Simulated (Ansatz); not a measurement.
# SnSe2: the cost of one run

Computed with Ansatz 0.2.0 (DFT PBE, scalar-relativistic, plane waves, PAW, unless a step's input says otherwise).

7 further runs of the same task are left out: 2 that didn't finish, 5 set aside as unsound or not needed.

## 1. The system as given

The structure is tetragonal, space group P4_2/mnm (No. 136). Conventional cell: a = 4.827 Å, b = 4.827 Å, c = 3.238 Å, α = 90.00°, β = 90.00°, γ = 90.00°. Around Sn (site symmetry mmm) lie 6 O at 2.09 Å. Around O (site symmetry m2m) lie 3 Sn at 2.09 Å.

As a file:

```
Sn O
1.0
     4.82652    0.00000    0.00000
     0.00000    4.82837    0.00000
     0.00000    0.00000    3.23817
Sn O
2 4
Direct
  0.50000 0.50000 0.50000
  0.00000 0.00000 0.00000
  0.30650 0.30666 0.00000
  0.80650 0.19334 0.50000
  0.19350 0.80666 0.50000
  0.69350 0.69334 0.00000
```

It goes back to an entry of the Materials Project, which need not be the stable form.

It is the result of an earlier relaxation at this level (volume 12.58 Å³/atom; gap on the mesh: 0.68 eV).

## 2. Swap O → Se

SnSe2 starts from the relaxed positions of SnO2, with all lengths scaled by 1.243, a guess from tabulated radii.

## 3. Quick check of gap, pressure and forces (SnSe2)

The input, input.yaml:

```yaml
crystal:
  lattice:
    - [5.9981552473, 0.0, 0.0]
    - [0.0, 6.0004542945, 0.0]
    - [0.0, 0.0, 4.0242318947]
  atoms:
    - { symbol: Sn, position: [0.5, 0.5, 0.5] }
    - { symbol: Sn, position: [0.0, 0.0, 0.0] }
    - { symbol: Se, position: [0.3064962476, 0.3066616299, 0.0] }
    - { symbol: Se, position: [0.8064962476, 0.1933383701, 0.5] }
    - { symbol: Se, position: [0.1935037524, 0.8066616299, 0.5] }
    - { symbol: Se, position: [0.6935037524, 0.6933383701, 0.0] }
basis:
  ecutwfc: 420
kpoints:
  mp_grid: { grid: [4, 4, 4] }
hamiltonian:
  xc: pbe
scf:
  occupations: { method: gaussian, width: 0.1 }
output:
  forces: true
  stress: true
  eigenvalues: true
```

On the command line:

```
$ ansatz run input.yaml --threads 1 --pin off --max-ram 2560MiB --backend cpu --events-out ev --progress --plain --runs-dir out
```

What time and memory should one allow on 1 thread of Intel Xeon 6975P-C (Granite Rapids), shared host?

About 6.1 s, with a peak of 0.57 GiB.
